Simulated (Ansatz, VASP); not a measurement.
# One calculation of ZrC, two programs

```
Zr C
1.0
     0.00000    2.32090    2.32090
     2.32090    0.00000    2.32090
     2.32090    2.32090    0.00000
Zr C
1 1
Direct
  0.50000 0.50000 0.50000
  0.00000 0.00000 0.00000
```

Alike in both runs: functional LDA; k mesh 12 × 12 × 12; occupations fermi-dirac, width 0.1 eV; no spin polarisation.

Ansatz relaxed the structure, and its values are those at the end. VASP's run is a single point on that final structure, the one shown.

|  | VASP | Ansatz |
| --- | --- | --- |
| version | VASP 6.6.1 | Ansatz 0.2.0 |
| potentials or method | VASP PAW LDA potentials, release 64 (Zr_sv, C) | PAW with Ansatz's default frozen-core files, scalar-relativistic |
| plane-wave cutoff (eV) | 520 | 420 |
| valence electrons in the cell | 16 | 16 |

|  | VASP | Ansatz | Ansatz less VASP |
| --- | --- | --- | --- |
| pressure (GPa) | 0.7 | 0.0 | -0.65 |
